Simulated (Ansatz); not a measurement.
The system is Hf.

```
CELL_PARAMETERS angstrom
0.00000 2.22000 2.22000
2.22000 0.00000 2.22000
2.22000 2.22000 0.00000
ATOMIC_POSITIONS crystal
Hf 0.00000 0.00000 0.00000
```

This isn't the form of Hf at room conditions, which is hcp.

* Program: Ansatz 0.2.0
* Task: relaxation of cell and atoms
* Functional: RPBE
* Potentials or basis: Ansatz PAW
* Cutoff: 420 eV (not typed: the program's choice for these potentials)
* k mesh: 10 × 10 × 10
* Occupations: fermi-dirac, width 0.05 eV
* Spin: no spin polarisation

At the start: volume 21.88 Å³/atom.

Task: Where does the relaxation end?

Result: It ends after 4 steps and the volume is 23.19 Å³/atom (+6.0 %); space group Fm-3m (No. 225, to 0.05 Å).

The path:
| step | energy change (eV) | largest force (eV/Å) | volume (Å³) |
| --- | --- | --- | --- |
| 1 | 0.0000 | 0.0000 | 21.88 |
| 2 | -0.0230 | 0.0000 | 23.23 |
| 3 | -0.0231 | 0.0000 | 23.19 |
| 4 | -0.0235 | 0.0000 | 23.19 |

Final structure:
```xyz
1
Lattice="0.0000 2.2634 2.2634 2.2634 0.0000 2.2634 2.2634 2.2634 0.0000" Properties=species:S:1:pos:R:3 pbc="T T T"
Hf    0.0000    0.0000    0.0000
```

Caveat: the plane-wave basis is chosen anew once the cell has moved, so the energies of steps on either side of that aren't comparable; the PAW data sets come from PBE, with cores solved anew for the run's functional, which leaves a small shift of forces and pressure.
